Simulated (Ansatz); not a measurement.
# CoO (P-6m2) in Ansatz: reference runs

Aim: a first look at CoO with PBE, on the cell as given and on a disturbed one.

All numbers are computed with Ansatz 0.2.0; they aren't measurements. Logs are shortened: lines on timing, memory, paths and dates and some standing lists are left out, and cuts for length are marked.

## 1. Starting point

The structure is hexagonal, space group P-6m2 (No. 187). The conventional cell has a = 2.828 Å, b = 2.828 Å, c = 2.722 Å, α = 90.00°, β = 90.00°, γ = 120.00°. Co (site symmetry -6m2) has 6 O at 2.13 Å as nearest neighbours. O (site symmetry -6m2) has 6 Co at 2.13 Å as nearest neighbours.

The cell was built by a generator and needn't be a form met in nature.

## 2. Single point, PBE, collinear spin, ferromagnetic start

input.yaml

```yaml
crystal:
  lattice:
    - [2.82845, 0.0, 0.0]
    - [-1.41423, 2.44951, 0.0]
    - [0.0, 0.0, 2.72172]
  atoms:
    - { symbol: Co, position: [0.0, 0.0, 0.5], spin: 2.0 }
    - { symbol: O, position: [0.66667, 0.33333, 0.0] }
kpoints:
  mp_grid: { grid: [11, 11, 10] }
scf:
  occupations: { method: fermi_dirac, width: 0.05 }
hamiltonian:
  xc: pbe
  pseudopotentials: { kind: all_electron, lapw: { basis_error: 0.001 } }
magnetization:
  spin_polarized: true
output:
  forces: true
  stress: true
  eigenvalues: true
  populations: true
```

Potentials or basis: all-electron LAPW, scalar-relativistic.

Run with:

```bash
ansatz run input.yaml --threads 2 --pin off --max-ram 6144MiB --backend cpu --events-out ev --progress --plain --runs-dir out
```

Output:

```text
Warning: the atoms were moved onto the symmetric positions of the space group found under crystal.symmetry.tolerance 1.0e-5 (fractional; no operation is sought that the atoms, as they stand in a round, miss by more than twice it, and no atom is moved by as much as it), and the run uses the moved positions. Before a round's move an operation carried an atom to 1.41e-5 Å from where it should land, the largest such distance. Atom 1 (counting from 0) moved farthest, by 1.63e-5 Å; the longest move in fractions of the cell, of whichever atom, is 0.47 of the tolerance, in 1 round. To run the atoms as typed, lower crystal.symmetry.tolerance until the operations that they miss are no longer found, or set crystal.symmetry.detect: false (a key that needs symmetry detection or time reversal refuses this as the deck is read). The positions used, in the order of the run's atom list: position: [5.5510939473021013e-17, -1.8503646491007004e-17, 0.5]; position: [0.6666666666666667, 0.3333333333333333, 0.0]; The lattice was moved too: crystal.lattice keeps the space group found at crystal.symmetry.tolerance 1.0e-5 only nearly: the operation that it misses by the most changes a squared length by the fraction 4.08e-6. The run uses the lattice that is a stretch of the typed one, with no rotation, onto the one that keeps every operation to a double's rounding (on a very oblique basis the stretch itself rounds by more); the deck's lattice vector that moved farthest moved by 2.90e-6 Å. To run the lattice as typed, set crystal.symmetry.tolerance under 1.72e-6, the least fraction by which an operation that the lattice misses changes a squared length (the same key also sets how far an atom may lie from its image, so lowering it can lose operations that the atoms keep only within it), or set crystal.symmetry.detect: false, as for the atoms. crystal.lattice made exact, in Å and degrees: [[2.8284502578841653, 2.886751346032116e-6, 0.0], [-1.4142276289420825, 2.449508333292661, 0.0], [0.0, 0.0, 2.72172]]. Pasted over the deck's crystal.lattice, beside positions in fractional coordinates, it runs the same cell (given as lengths and angles, that cell in the form's own orientation, a rigid turn of the misfit's size from the one run here, for which a checkpoint.post_process_only pass over this run's state can be refused: where this run relaxes nothing, give such a pass this deck's own crystal.lattice, as typed; behind a relaxation, as crystal.lattice, the state's own cell, identity.cell in its checkpoint.json), and a matrix so pasted ends this notice, except on a very skew basis of the lattice, where the rounding of the pasted numbers themselves can read as a misfit: the cell is then moved again, and that move is told again. The lattice as run is in this notice's lattice.as_run_ang field (Run.prep()["deck_notices"] in Python, the deck_notice line of an events file, deck_notices of ansatz run --dry-run=json, or deck_notices in record.json in the deck's checkpoint.write directory).
Warning: RAYON_NUM_THREADS=2 ignored (pool sized by the plan → 2); use --threads N
Co: projections on atomic orbitals take those of the free atom 1s2 2s2 2p6 3s2 3p6 3d7 4s2, of charge +0.00 (hamiltonian.pseudopotentials.projection_atoms)
O: projections on atomic orbitals take those of the free atom 1s2 2s2 2p4, of charge +0.00 (hamiltonian.pseudopotentials.projection_atoms)
LAPW: plane waves up to 9.745 Å⁻¹, error target 1.0e-3 eV per atom; small_component_spin mean_spin; O in spheres of 0.964 Å, 8 of its electrons in bands, Dirac shells []; Co in spheres of 1.162 Å, 17 of its electrons in bands, Dirac shells [] (how accurate: hamiltonian.pseudopotentials.lapw.basis_error, Limitations)
Engine: ansatz 0.2.0, x86_64-unknown-linux-gnu
Pseudopotentials: kind: all_electron
Pseudopotential: Co, LAPW, valence charge 17, lapw/all_electron/scalar/gaussian/Co, Koelling and Harmon's equation, gaussian nucleus
Pseudopotential: O, LAPW, valence charge 8, lapw/all_electron/scalar/gaussian/O, Koelling and Harmon's equation, gaussian nucleus
Functional definition: PBE
  parameter kappa = 0.804
  parameter beta = 0.06672455060314922
  exchange = pbe_x(kappa = kappa, mu = beta*pi^2/3)
  correlation = pbe_c(beta = beta)
Crystal: 2 atoms, lattice volume = 18.857 Å³
Basis set: ecut = 361.85101675660707 eV, 315 PW (Γ), exchange–correlation at level 2
Bands: 18, of which v1, the nominal top of the filled ones, is band 13 counted from 1 (12 counted from 0)
Symmetry: 12 space group operations
Space group: P-6m2 (ITA 187), of the structure as read, at distance tolerance 2.7e-5 Å
Magnetic group: BNS 187.209 (UNI 1439), of the structure as read, at distance tolerance 2.7e-5 Å
k-points: 96 of 1210 (time reversal used)
Non-local potential: Co, projectors of the file, none
Non-local potential: O, projectors of the file, none
Initial density: superposition of atomic densities (chi_scale 0.1, normalization cell, long waves kept (reshape's long-wave potential 0.00 eV rms))
Starting moments: Σ|m| = 2 μB on 1 of 2 sites
Initial wavefunctions: plane waves of lowest kinetic energy (no species holds an atomic orbital)
[... 22 lines left out ...]
Absolute magnetization: 3.0507 μB (∫|ρ↑−ρ↓|)
Spin contamination: 0.0115 ħ² per cell (⟨S²⟩ above its minimum at these occupations)
Per-site moments (μB) at R_I (Å): [(2.584822425786628, 1.1615361944804086), (0.4195560637270739, 0.9641754727136249)]
Free energy (F): -39964.382339 eV
Harris-Foulkes:  -39964.382339 eV  (|F-HF|=1.33e-8)
Internal energy: -39964.355343 eV  (E = F + TS)
E sigma→0 (E₀):  -39964.368841 eV
Entropy (-TS):   -0.026996 eV (-13.498 meV/atom)
Fermi energy:    14.608498 eV
--- Per-component energies (eV) ---
  E_band       = -1278.519349
  E_kinetic    = 40525.055123
  E_xc         = -1857.331564
  E_electrostatic = -78632.078902  (all electrons and nuclei)
  E_smearing   = -0.026996  (= −TS)
  E_closure    = 0.000000  (closes the sum)
  E_atoms      = -39950.192766  (free atoms, spherical and without spin; not in F)
  Σ components = -39964.382339   (vs F -39964.382339, Δ=0.00e0)
  Basis errors (estimates in eV, not in F): energy 3.9e-4 per atom: plane waves 3.3e-4 (1.8e-4 summed), levels above the bands 5.9e-126, relativity 4.5e-8, radial functions 5.7e-5, core shells 7.6e-9; eigenvalues (radial functions only) 1.1e-6; not estimated: angular momenta, meshes, grids; target (lapw.basis_error) 1.0e-3; muffin-tin radii O 0.964 Å, Co 1.162 Å
--- Forces (eV/Å), atoms counted from 1 ---
  atom   1  Co    -0.00000000    -0.00000000     0.00000000
  atom   2  O      0.00000000     0.00000000     0.00000000
  max |Σ_I F_I| component: 2.14e-17 eV/Å
--- Stress (GPa, compression-positive) ---
        0.261493      -0.000000       0.000000
       -0.000000       0.261493       0.000000
        0.000000       0.000000       0.116712
  P = ⅓ Tr σ = 0.2132 GPa (2.132 kbar)
--- Band table (eV; the first three rows and the last of 192) ---
  k-point 0 ↑: bands = ["-492.2920", "-82.6141", "-46.0383", "-45.7511", "-45.7511", "-5.9643", "9.5838", "9.5838", "10.2420", "10.8983", "11.6339", "11.6339", "13.5733", "13.5733", "15.2292", "29.1876", "30.6400", "30.6400"]
  k-point 1 ↑: bands = ["-492.2920", "-82.6136", "-46.0444", "-45.7506", "-45.7506", "-5.8759", "9.5531", "9.6280", "9.6280", "11.1181", "11.5486", "11.5486", "13.5872", "13.5872", "15.7732", "28.6635", "30.8859", "30.8859"]
  k-point 2 ↑: bands = ["-492.2920", "-82.6122", "-46.0604", "-45.7493", "-45.7493", "-5.6332", "8.2665", "9.7352", "9.7352", "11.3729", "11.3729", "11.4922", "13.5815", "13.5815", "16.9430", "27.1805", "31.6144", "31.6144"]
  k-point 95 ↓: bands = ["-491.9428", "-79.5155", "-42.9101", "-42.8774", "-42.8645", "-3.3878", "8.1978", "8.4504", "9.8682", "13.4907", "14.6601", "15.0165", "15.6558", "16.9647", "20.7844", "23.5409", "27.1683", "29.0706"]
--- Löwdin populations: 2 sites ---
  site symbol       q [e]    m [muB]
     0     Co     25.9102     2.5282
     1      O      8.9462     0.4885
  spilling = 0.004105 (of n_electrons = 35.000000)
```

populations.tsv:

```text
# site	symbol	l	j	q_up	q_dn
# orbitals = lowdin
# n_electrons = 35.000000
# spilling = 0.004105
# projection_atom_Co: 1s2 2s2 2p6 3s2 3p6 3d7 4s2
# projection_atom_O: 1s2 2s2 2p4
0	Co	0_1S	-	0.999997	0.999996
0	Co	0_2S	-	0.999814	0.999815
0	Co	0_3S	-	0.995078	0.995235
0	Co	0_4S	-	0.252401	0.257826
0	Co	1_2P	-	2.999998	2.999997
0	Co	1_3P	-	2.999346	2.998931
0	Co	2_3D	-	4.972549	2.439174
1	O	0_1S	-	0.999670	0.999577
1	O	0_2S	-	0.943206	0.910602
1	O	1_2P	-	2.774453	2.318670
```

It took 59 s on 2 threads of AMD EPYC 7R43 (Zen 3), shared host; peak memory 0.53 GiB.

Results:

```yaml
Free_energy: -39964.3823 eV
Pressure: 0.2 GPa
Band_gap_on_the_k_mesh: none (metal or under the smearing width)
Net_moment: 3.00 μB per cell
Absolute_moment: 3.05 μB per cell
Site_moments: Co +2.58; O +0.42 μB
Loewdin_charges: Co +1.09; O -0.95 e
```

Stress tensor (GPa, compression positive):
```
0.26 0.00 0.00
0.00 0.26 0.00
0.00 0.00 0.12
```

Caveat: the atomic charges don't sum to the cell's charge; a cell with one magnetic atom can't hold antiferromagnetic order, which such compounds often take; semilocal functionals often make such compounds metallic where correlation or magnetic order opens a gap, which also shifts bond lengths.

## 3. Single point, PBE, collinear spin, ferromagnetic start (atoms moved at random, drawn with an rms of 0.05 Å)

input.yaml: that of step 2 with these lines changed.

```diff
@@ -6,4 +6,4 @@
   atoms:
-    - { symbol: Co, position: [0.0, 0.0, 0.5], spin: 2.0 }
-    - { symbol: O, position: [0.66667, 0.33333, 0.0] }
+    - { symbol: Co, position: [0.032635, 0.032558, 0.505016], spin: 2.0 }
+    - { symbol: O, position: [0.656558, 0.331792, -0.003967] }
 kpoints:
```

Potentials or basis: all-electron LAPW, scalar-relativistic.

Run with:

```bash
ansatz run input.yaml --threads 2 --pin off --max-ram 6144MiB --backend cpu --events-out ev --progress --plain --runs-dir out
```

Output:

```text
Warning: RAYON_NUM_THREADS=2 ignored (pool sized by the plan → 2); use --threads N
Co: projections on atomic orbitals take those of the free atom 1s2 2s2 2p6 3s2 3p6 3d7 4s2, of charge +0.00 (hamiltonian.pseudopotentials.projection_atoms)
O: projections on atomic orbitals take those of the free atom 1s2 2s2 2p4, of charge +0.00 (hamiltonian.pseudopotentials.projection_atoms)
LAPW: plane waves up to 10.240 Å⁻¹, error target 1.0e-3 eV per atom; small_component_spin mean_spin; O in spheres of 0.918 Å, 8 of its electrons in bands, Dirac shells []; Co in spheres of 1.112 Å, 17 of its electrons in bands, Dirac shells [] (how accurate: hamiltonian.pseudopotentials.lapw.basis_error, Limitations)
[... 9 set-up lines as earlier in the session ...]
Crystal: 2 atoms, lattice volume = 18.857 Å³
Basis set: ecut = 399.5278580874876 eV, 327 PW (Γ), exchange–correlation at level 2
Bands: 18, of which v1, the nominal top of the filled ones, is band 13 counted from 1 (12 counted from 0)
Symmetry: 1 space group operations
Space group: P1 (ITA 1), of the structure as read, at distance tolerance 2.7e-5 Å
Magnetic group: BNS 1.1 (UNI 1), of the structure as read, at distance tolerance 2.7e-5 Å
k-points: 606 of 1210 (time reversal used)
[... 3 set-up lines as earlier in the session ...]
Starting moments: Σ|m| = 2 μB on 1 of 2 sites
[... 1 set-up line as earlier in the session ...]
[... 17 lines left out ...]
SCF iter  11: F=—  HF=-39964.362910 eV  |F-HF|=—  |Δ(HF+E_count)|=   3.12e-5  Δρ=3.62e-5 (↑3.93e-6 ↓3.62e-5)  dr2=1.32e-7  dr2_m=5.66e-8  M=3.000 μB ∫|m|=3.048 μB  β_m=0.96  ethr=4.14e-9  ⟨swp⟩=3.0  Hψ=72963  notcnv=0
SCF iter  12: F=—  HF=-39964.362912 eV  |F-HF|=—  |Δ(HF+E_count)|=   2.64e-6  Δρ=1.53e-5 (↑7.63e-6 ↓1.53e-5)  dr2=5.88e-8  dr2_m=8.21e-9  M=3.000 μB ∫|m|=3.048 μB  β_m=0.97  ethr=5.27e-10  ⟨swp⟩=3.0  Hψ=70743  notcnv=0
SCF iter  13: F=—  HF=-39964.362913 eV  |F-HF|=—  |Δ(HF+E_count)|=   2.54e-7  Δρ=6.70e-6 (↑2.22e-6 ↓6.70e-6)  dr2=8.58e-9  dr2_m=1.88e-9  M=3.000 μB ∫|m|=3.048 μB  β_m=0.99  ethr=2.35e-10  ⟨swp⟩=3.0  Hψ=66716  notcnv=0
SCF iter  14: F=-39964.362913 eV  HF=-39964.362913 eV  |F-HF|=1.68e-8  |Δ(HF+E_count)|=   8.85e-8  Δρ=5.02e-6 (↑1.74e-6 ↓5.02e-6)  dr2=7.38e-9  dr2_m=7.50e-10  M=3.000 μB ∫|m|=3.048 μB  ethr=3.43e-11  ⟨swp⟩=3.0  Hψ=68742  notcnv=0
SCF 1 converged in 14 iterations: F = -39964.362913 eV  dr2 = 7.38e-9
SCF converged after 14 iterations
Magnetization: 2.9997 μB (13.9999 up, 11.0001 down)
Absolute magnetization: 3.0477 μB (∫|ρ↑−ρ↓|)
Spin contamination: 0.0113 ħ² per cell (⟨S²⟩ above its minimum at these occupations)
Per-site moments (μB) at R_I (Å): [(2.5737610557893458, 1.1124363775349135), (0.41216441399595505, 0.9180815443793229)]
Free energy (F): -39964.362913 eV
Harris-Foulkes:  -39964.362913 eV  (|F-HF|=1.68e-8)
Internal energy: -39964.339806 eV  (E = F + TS)
E sigma→0 (E₀):  -39964.351359 eV
Entropy (-TS):   -0.023107 eV (-11.553 meV/atom)
Fermi energy:    14.606179 eV
--- Per-component energies (eV) ---
  E_band       = -1278.608444
  E_kinetic    = 40525.497104
  E_xc         = -1857.426522
  E_electrostatic = -78632.410388  (all electrons and nuclei)
  E_smearing   = -0.023107  (= −TS)
  E_closure    = 0.000000  (closes the sum)
  E_atoms      = -39950.192766  (free atoms, spherical and without spin; not in F)
  Σ components = -39964.362913   (vs F -39964.362913, Δ=0.00e0)
  Basis errors (estimates in eV, not in F): energy 4.2e-4 per atom: plane waves 3.7e-4 (2.0e-4 summed), levels above the bands 7.6e-126, relativity 3.8e-8, radial functions 5.9e-5, core shells 3.0e-8; eigenvalues (radial functions only) 3.1e-6; not estimated: angular momenta, meshes, grids; target (lapw.basis_error) 1.0e-3; muffin-tin radii O 0.918 Å, Co 1.112 Å
--- Forces (eV/Å), atoms counted from 1 ---
  atom   1  Co    -0.24862060    -0.26728070    -0.06549615
  atom   2  O      0.24860278     0.26726085     0.06548698
  max |Σ_I F_I| component: 1.99e-5 eV/Å
--- Stress (GPa, compression-positive) ---
        2.093556       0.570840       0.371417
        0.570840       0.970806       0.325811
        0.371417       0.325811       1.563594
  P = ⅓ Tr σ = 1.5427 GPa (15.427 kbar)
--- Band table (eV; the first three rows and the last of 1212) ---
  k-point 0 ↑: bands = ["-492.2751", "-82.6163", "-46.0338", "-45.7928", "-45.7224", "-5.9740", "9.4591", "9.6737", "10.2444", "10.7875", "11.6544", "11.7475", "13.4111", "13.6578", "15.2758", "29.1754", "30.3566", "31.0524"]
  k-point 1 ↑: bands = ["-492.2751", "-82.6158", "-46.0399", "-45.7922", "-45.7219", "-5.8855", "9.4335", "9.5379", "9.7870", "11.0275", "11.5697", "11.6453", "13.5076", "13.6161", "15.8114", "28.6569", "30.6283", "31.2486"]
  k-point 2 ↑: bands = ["-492.2751", "-82.6145", "-46.0560", "-45.7909", "-45.7206", "-5.6428", "8.2272", "9.6923", "9.7409", "11.2909", "11.4062", "11.5823", "13.4729", "13.6715", "16.9739", "27.1761", "31.4348", "31.8842"]
  k-point 605 ↓: bands = ["-491.9274", "-79.5232", "-42.8884", "-42.8584", "-42.8476", "-4.0757", "7.3406", "10.2681", "10.8522", "12.6317", "14.4205", "14.8066", "15.1450", "16.4121", "20.8589", "24.6385", "29.2986", "31.4831"]
--- Löwdin populations: 2 sites ---
  site symbol       q [e]    m [muB]
     0     Co     25.9099     2.5280
     1      O      8.9469     0.4875
  spilling = 0.004092 (of n_electrons = 35.000000)
```

Wall time 6.2 min (2 threads of AMD EPYC 7R43 (Zen 3), shared host); peak memory 1.5 GiB.

Results:

```yaml
Free_energy: -39964.3629 eV
Pressure: 1.5 GPa
Largest_force: 0.371 eV/Å
Band_gap_on_the_k_mesh: none (metal or under the smearing width)
Net_moment: 3.00 μB per cell
Absolute_moment: 3.05 μB per cell
Site_moments: Co +2.57; O +0.41 μB
Loewdin_charges: Co +1.09; O -0.95 e
```

Forces in eV/Å, atoms in the order of the input:
```
Co  -0.249 -0.267 -0.065
O    0.249  0.267  0.065
```

Stress tensor (GPa, compression positive):
```
2.09 0.57 0.37
0.57 0.97 0.33
0.37 0.33 1.56
```

Levels at points of the mesh, in eV from the Fermi level:
Spin up:
| k point | band 10 | band 11 | band 12 | band 13 | band 14 | band 15 | band 16 | band 17 | band 18 |
| --- | --- | --- | --- | --- | --- | --- | --- | --- | --- |
| (0.00, 0.00, 0.00) | -3.82 | -2.95 | -2.86 | -1.20 | -0.95 | 0.67 | 14.57 | 15.75 | 16.45 |
| (0.00, 0.00, -0.50) | -3.47 | -3.16 | -2.15 | -1.78 | -0.82 | 6.77 | 6.87 | 21.03 | 21.12 |
Spin down:
```tsv
k point	band 9	band 10	band 11	band 12	band 13	band 14
(0.00, 0.00, 0.00)	-3.13	-2.62	0.27	0.37	0.42	1.04
(0.00, 0.00, -0.50)	-2.59	-1.18	-0.86	-0.12	0.46	1.48
```

Caveat: the atomic charges don't sum to the cell's charge; a cell with one magnetic atom can't hold antiferromagnetic order, which such compounds often take; semilocal functionals often make such compounds metallic where correlation or magnetic order opens a gap, which also shifts bond lengths.
